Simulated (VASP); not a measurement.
These are PBE GGA, VASP's PBE PAW potentials (set 64) (plane waves; VASP 6.6.1) values and carry that method's errors.

A VASP calculation is set up with these files.

POSCAR:
```
CsBr
1
    4.2561090000     0.0000000000     0.0000000000
    0.0000000000     4.2561090000     0.0000000000
    0.0000000000     0.0000000000     4.2561090000
Cs Br
1 1
Direct
  0.0000000000   0.0000000000   0.0000000000
  0.5000000000   0.5000000000   0.5000000000
```

**KPOINTS**
```
K-points
0
Gamma
 6 6 6
```

### INCAR
```
ALGO=Normal
EDIFF=1E-6
ENCUT=300
GGA=PE
ISIF=2
ISMEAR=-1
LASPH=.TRUE.
LCHARG=.FALSE.
LMAXMIX=4
LREAL=.FALSE.
LWAVE=.FALSE.
NELM=100
PREC=Accurate
SIGMA=0.01
SYSTEM=CsBr
```

POTCAR, in this order: Cs_sv Br (PBE.64 set). Program: vasp_std.

What VASP printed:

### OSZICAR
```
       N       E                     dE             d eps       ncg     rms          rms(c)
DAV:   1     0.752311771009E+02    0.75231E+02   -0.49242E+03   480   0.750E+02
DAV:   2    -0.138241440405E+01   -0.76614E+02   -0.71315E+02   736   0.153E+02
DAV:   3    -0.621138074470E+01   -0.48290E+01   -0.48198E+01   588   0.445E+01
DAV:   4    -0.624836351653E+01   -0.36983E-01   -0.36968E-01   556   0.479E+00
DAV:   5    -0.624866465000E+01   -0.30113E-03   -0.30109E-03   596   0.412E-01    0.180E+00
DAV:   6    -0.602426585260E+01    0.22440E+00   -0.34265E-01   532   0.306E+00    0.111E+00
DAV:   7    -0.598835027271E+01    0.35916E-01   -0.17984E-01   600   0.221E+00    0.589E-01
DAV:   8    -0.599106187206E+01   -0.27116E-02   -0.10863E-02   540   0.733E-01    0.891E-02
DAV:   9    -0.599137113269E+01   -0.30926E-03   -0.19359E-03   576   0.278E-01    0.739E-02
DAV:  10    -0.599143268601E+01   -0.61553E-04   -0.12435E-04   560   0.900E-02    0.144E-02
DAV:  11    -0.599143822530E+01   -0.55393E-05   -0.32750E-05   560   0.362E-02    0.429E-03
DAV:  12    -0.599143795610E+01    0.26921E-06   -0.49139E-06   576   0.145E-02
   1 F= -.59914380E+01 E0= -.59914380E+01  d E =-.870245E-11
```

File OUTCAR:
```
------------------------ aborting loop because EDIFF is reached ----------------------------------------
  FORCE on cell =-STRESS in cart. coord.  units (eV):
  Direction    XX          YY          ZZ          XY          YZ          ZX
  --------------------------------------------------------------------------------------
  Total        0.7017279      0.7017279      0.7017279      0.0000000      0.0000000     -0.0000000
  in kB       14.5828066     14.5828066     14.5828066      0.0000000      0.0000000     -0.0000000
  external PRESSURE =      14.5828066 kB  Pullay stress =       0.0000000 kB
  volume of cell :       77.10
      direct lattice vectors                 reciprocal lattice vectors
     4.256109000  0.000000000  0.000000000     0.234956389  0.000000000  0.000000000
     0.000000000  4.256109000  0.000000000     0.000000000  0.234956389  0.000000000
     0.000000000  0.000000000  4.256109000     0.000000000  0.000000000  0.234956389
 POSITION                                       TOTAL-FORCE (eV/Angst)
 -----------------------------------------------------------------------------------
      0.00000      0.00000      0.00000         0.000000      0.000000      0.000000
      2.12805      2.12805      2.12805         0.000000      0.000000      0.000000
 -----------------------------------------------------------------------------------
    total drift:                                0.000000      0.000000     -0.000000
  FREE ENERGIE OF THE ION-ELECTRON SYSTEM (eV)
  ---------------------------------------------------
  free  energy   TOTEN  =        -5.9914379561 eV

  energy  without entropy=       -5.9914379561  energy(sigma->0) =       -5.99143796
```
(Selected blocks of OUTCAR.)

At this cut-off the stress carries a Pulay error, which pulls relaxed volumes low.

The structure is a typed CsBr crystal (Pm-3m). The cell was not relaxed at this level.
